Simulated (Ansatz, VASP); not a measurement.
Given: the input of a run of VASP 6.6.1 on CdS (Hawleyite).

File INCAR:

```
  PREC = Accurate
  ENCUT = 520
  EDIFF = 1E-7
  ISMEAR = -1
  SIGMA = 0.05
  LREAL = F
  LASPH = T
  NELM = 100
  ALGO = Normal
  ISIF = 2
  LWAVE = F
  LCHARG = F
  GGA = PE
  NBANDS = 16
```

KPOINTS

```
Automatic mesh
0
Gamma
  8 8 8
```

POSCAR

```
CdS
1.0
    0.0000000000      2.8969255847      2.8969255847
    2.8969255847      0.0000000000      2.8969255847
    2.8969255847      2.8969255847      0.0000000000
Cd S
1 1
Direct
    0.0000000000      0.0000000000      0.0000000000
    0.7500000000      0.7500000000      0.7500000000
```

Potentials or basis: VASP PAW PBE potentials, release 64 (Cd, S).

Run with:

```bash
$ cat potpaw_PBE.64/Cd/POTCAR potpaw_PBE.64/S/POTCAR > POTCAR
$ mpirun -np 1 vasp_std > vasp.out
```

Q: Set up the same calculation for Ansatz 0.2.0. Potentials there: Ansatz PAW.

A: As run (the cutoff follows the program's own potentials):

The input input.yaml:

```yaml
crystal:
  lattice:
    - [0.0, 2.8969255847, 2.8969255847]
    - [2.8969255847, 0.0, 2.8969255847]
    - [2.8969255847, 2.8969255847, 0.0]
  atoms:
    - { symbol: Cd, position: [0.0, 0.0, 0.0] }
    - { symbol: S, position: [0.75, 0.75, 0.75] }
hamiltonian:
  xc: pbe
  pseudopotentials: { kind: paw }
kpoints:
  mp_grid: { grid: [8, 8, 8] }
scf:
  occupations: { method: fermi_dirac, width: 0.05 }
output:
  forces: true
  stress: true
  eigenvalues: true
```

Potentials or basis: Ansatz PAW.

Run with:

```sh
$ ansatz run input.yaml --threads 1 --pin off --max-ram 3584MiB --backend cpu --events-out ev --progress --plain --runs-dir out
```

Both were run:

|  | VASP | Ansatz | Ansatz less VASP |
| --- | --- | --- | --- |
| gap on the k mesh at the Fermi level (eV) | 1.19 | 1.19 | -0.006 |
| least direct gap on the mesh (eV) | 1.19 | 1.19 | -0.006 |
| pressure (GPa) | 4.6 | 4.2 | -0.39 |

With one functional, cell and mesh, what is left measures potentials, basis and numerics. The two sets of potentials don't hold the same shells in valence.
